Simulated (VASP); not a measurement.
A run of VASP 6.6.1:

run.py

```python
from ase.calculators.vasp import Vasp
from ase.dft.bandgap import bandgap
from ase.io import read

atoms = read('Ni.cif')
atoms.set_initial_magnetic_moments([1.0])
calc = Vasp(
    directory='calc',
    xc='pbe',
    pp='PBE',
    setups='recommended',
    pp_version='54',
    prec='Accurate',
    encut=520,
    ediff=1e-06,
    ismear=0,
    sigma=0.02,
    lreal=False,
    lasph=True,
    nelm=120,
    algo='Fast',
    isif=2,
    lwave=False,
    lcharg=False,
    ispin=2,
    lorbit=11,
    lmaxmix=4,
    kpts=[13, 13, 13],
    gamma=True,
)
atoms.calc = calc

print('energy (eV):', atoms.get_potential_energy())
print('free energy (eV):', atoms.get_potential_energy(force_consistent=True))
print('forces (eV/A):')
print(atoms.get_forces())
print('stress (eV/A^3, Voigt):', atoms.get_stress())
print('Fermi level (eV):', calc.get_fermi_level())
print('moment (muB):', atoms.get_magnetic_moment())
print('site moments (muB):', atoms.get_magnetic_moments())
gap, top, bottom = bandgap(calc)
print('band gap (eV):', gap, 'from (spin, k, band)', top, 'to', bottom)
```

The input Ni.cif:

```cif
data_Ni
_cell_length_a 2.39666550
_cell_length_b 2.39666550
_cell_length_c 2.39666550
_cell_angle_alpha 109.47122063
_cell_angle_beta 109.47122063
_cell_angle_gamma 109.47122063
_space_group_name_H-M_alt 'P1'
_space_group_name_Hall 'P 1'
_space_group_IT_number 1
loop_
_space_group_symop_operation_xyz
'x,y,z'
loop_
_atom_site_label
_atom_site_type_symbol
_atom_site_symmetry_multiplicity
_atom_site_Wyckoff_symbol
_atom_site_fract_x
_atom_site_fract_y
_atom_site_fract_z
_atom_site_occupancy
Ni1 Ni 1 a 0.0000000000 0.0000000000 0.0000000000 1
```

Potentials or basis: VASP PAW PBE potentials, release 54 (Ni).

Launch:

```bash
$ python run.py
```

Hardware: 1 thread of Intel(R) Xeon(R) Platinum 8488C (Sapphire Rapids), with other jobs on the host.

Task: How long does it take, and how much memory?

Result: It took 15 s on 1 thread of Intel(R) Xeon(R) Platinum 8488C (Sapphire Rapids) (shared host), peak memory 0.12 GiB. Counts: scf iterations 13, k points 84.
